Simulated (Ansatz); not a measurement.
## A sublattice moved along a line in HfN

Method: Ansatz 0.2.0, DFT PBEsol, scalar-relativistic, plane waves, PAW. Settings: plane waves to 420 eV, k-mesh 16×16×16 (Γ-centred), Gaussian smearing 0.15 eV. Spin–orbit coupling is left out, which can shift energies with elements as heavy as these. No spin polarisation. Energies are free energies at this smearing, counted from the undisturbed cell; pressure is positive in compression.

The starting cell (as given, not relaxed at this level; it stands at -5.0 GPa; this zinc-blende form isn't the usual structure):

```yaml
crystal:
  lattice:
    - [0.00000, 2.45482, 2.45482]
    - [2.45482, 0.00000, 2.45482]
    - [2.45482, 2.45482, 0.00000]
  atoms:
    - { symbol: Hf, position: [0.00000, 0.00000, 0.00000] }
    - { symbol: N, position: [0.75000, 0.75000, 0.75000] }
```

Every N atom is moved by x along the Cartesian unit vector (0.577, -0.577, -0.577); the cell and all other atoms stay fixed. The cell is metallic on the mesh throughout.

```tsv
x (Å)	ΔE (meV/cell)
-0.3000	372.3
-0.2250	229.4
-0.1500	110.8
-0.0750	29.8
0.0000	0.0
0.0750	35.3
0.1500	152.6
0.2250	377.8
0.2625	541.2
0.3000	747.4
```

Question: Predict the force along x on the moved atoms (eV/Å) at each point.

Answer:
```
  x (Å) force along x on the moved atoms (eV/Å)
-0.3000                                     1.99
-0.2250                                     1.78
-0.1500                                     1.36
-0.0750                                     0.77
 0.0000                                     0.00
 0.0750                                    -0.97
 0.1500                                    -2.22
 0.2250                                    -3.86
 0.2625                                    -4.89
 0.3000                                    -6.14
```